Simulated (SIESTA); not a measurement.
CsSnI3:

```
Cs I Sn
1.0
     6.20570    0.00000    0.00000
     0.00000    6.20570    0.00000
     0.00000    0.00000    6.20570
Cs I Sn
1 3 1
Cartesian
  0.0000 0.0000 0.0000
  3.1029 3.1029 0.0000
  3.1029 0.0000 3.1029
  0.0000 3.1029 3.1029
  3.1029 3.1029 3.1029
```

Base run:

```yaml
Program: SIESTA 5.4.2
Functional: LDA
Potentials_or_basis: PseudoDojo 0.4 standard (LDA files)
Basis: DZP (energy shift 0.003 Ry; two zetas on semicore shells; d shell added on Cs)
Grid_cutoff: 500 Ry
Energy_shift: 0.003 Ry
k_mesh: 5 × 5 × 5
Occupations: fermi-dirac, width 0.05 eV
Spin: no spin polarisation
```

Its results: pressure -1.4 GPa.

Problem. The run is repeated on the same cell with these changes: functional from LDA to PBEsol; potentials or basis from PseudoDojo 0.4 standard (LDA files) to PseudoDojo 0.4 standard (PBEsol files). What comes out?

Solution. Pressure -0.5 GPa.

Caveats: the cell was measured hot, at 500 K; the basis of atomic orbitals isn't converged, which shifts pressures, moduli and gaps.
